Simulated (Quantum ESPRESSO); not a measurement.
SrO: changing the choice of potentials or basis

The cell as given:

The structure is cubic, space group Fm-3m (No. 225). Conventional cell: a = 5.133 Å, b = 5.133 Å, c = 5.133 Å, α = 90.00°, β = 90.00°, γ = 90.00°. Sr (site symmetry m-3m) has 6 O at 2.57 Å as nearest neighbours. Around O (site symmetry m-3m) lie 6 Sr at 2.57 Å.

Kept alike: task relaxation of cell and atoms; functional PBEsol; k mesh 9 × 9 × 9; occupations fermi-dirac, width 0.05 eV; no spin polarisation. Program: Quantum ESPRESSO. Cutoffs run from 612 to 1252 eV. The mesh is that of the run's cell of 2 atoms. No spin-orbit coupling.

| choice of potentials or basis | volume (Å³/atom) |
| --- | --- |
| GBRV 1.5 PBEsol | 16.805 |
| PseudoDojo 0.4 SR PBEsol stringent | 16.779 |
| PseudoDojo 0.4.1 SR PBEsol standard | 16.764 |

The relaxations keep at least the cell's symmetry (Fm-3m). Relaxations stop with a little pressure left, so the last digits of a volume or edge aren't settled.

What does the choice of potentials or basis change here?

The volume runs from 16.764 (PseudoDojo 0.4.1 SR PBEsol standard) to 16.805 Å³/atom (GBRV 1.5 PBEsol).
